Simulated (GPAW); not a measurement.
The system is Au.

```
CELL_PARAMETERS angstrom
0.00000 2.03500 2.03500
2.03500 0.00000 2.03500
2.03500 2.03500 0.00000
ATOMIC_POSITIONS crystal
Au 0.00000 0.00000 0.00000
```

Program: GPAW 26.7.0. Alike in all runs: task band structure; cell as given; cutoff (eV) 600; smearing fermi-dirac 0.05 eV.

Task: Order these runs on this cell by their pressure, lowest first.
A. level r2SCAN; potentials or basis GPAW PAW data sets (gpaw-data 1.2.1), pw; spin off; k mesh 11 × 11 × 11; band points 80
B. level LDA; potentials or basis the program's PAW data sets (release 1.2.1) made for this functional, pw; spin off; k mesh 11 × 11 × 11; band points 60
C. level BLYP; potentials or basis PAW data sets generated in the run's folder for this functional, pw; spin off; k mesh 11 × 11 × 11; band points 80; eigensolver davidson
D. level PBEsol; potentials or basis PAW data sets generated in the run's folder for this functional, pw; spin SOC, no magnetisation; k mesh 8 × 8 × 8; band points 100; spin axis theta (degrees) 54.7; spin axis phi (degrees) 45; soc after scf second variation

Result: B (0.3 GPa), D (5.7 GPa), A (10.1 GPa), C (25.4 GPa).

Caveats: with this Au data set, volumes or pressures lay over 1.5 % or 2 GPa off other programs in two to four cells of ten; the PAW data sets were made with another functional, which shifts forces and pressure a little (some runs); spin-orbit coupling was added after a scalar SCF, so levels and gaps hold it while energy, forces, pressure and moments don't (some runs); so large a pressure means that the cell lies far from this level's equilibrium, or that cutoff or potentials fall short (some runs).

Runs at the PBE level aren't shown here.
